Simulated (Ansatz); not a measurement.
Computed with DFT, BLYP, plane waves (420 eV) with PAW, scalar-relativistic in Ansatz 0.2.0. (PAW data from PBE, frozen cores regenerated.)

An element in the fcc structure gives this curve. The cell is scaled uniformly from the relaxed one, with fractional coordinates and shape fixed. Energies are extrapolated to zero smearing, pressures are those at the given smearing. Magnetic state: spin not included.

```json
{"V (Å³/atom)": "12.770", "E − E₀ (meV/atom)": "215.4", "P (GPa)": "45.76"}
{"V (Å³/atom)": "13.350", "E − E₀ (meV/atom)": "86.6", "P (GPa)": "26.77"}
{"V (Å³/atom)": "13.931", "E − E₀ (meV/atom)": "19.1", "P (GPa)": "11.77"}
{"V (Å³/atom)": "14.511", "E − E₀ (meV/atom)": "0.0", "P (GPa)": "-0.07"}
{"V (Å³/atom)": "15.092", "E − E₀ (meV/atom)": "19.1", "P (GPa)": "-9.39"}
{"V (Å³/atom)": "15.672", "E − E₀ (meV/atom)": "68.2", "P (GPa)": "-16.70"}
{"V (Å³/atom)": "16.253", "E − E₀ (meV/atom)": "140.9", "P (GPa)": "-22.41"}
```

Q: Which element is it?
A. silicon
B. ruthenium
C. rhenium
D. palladium

A: B. Its fit is V₀ = 14.49 Å³/atom, B₀ = 264 GPa, B₀′ = 4.9.
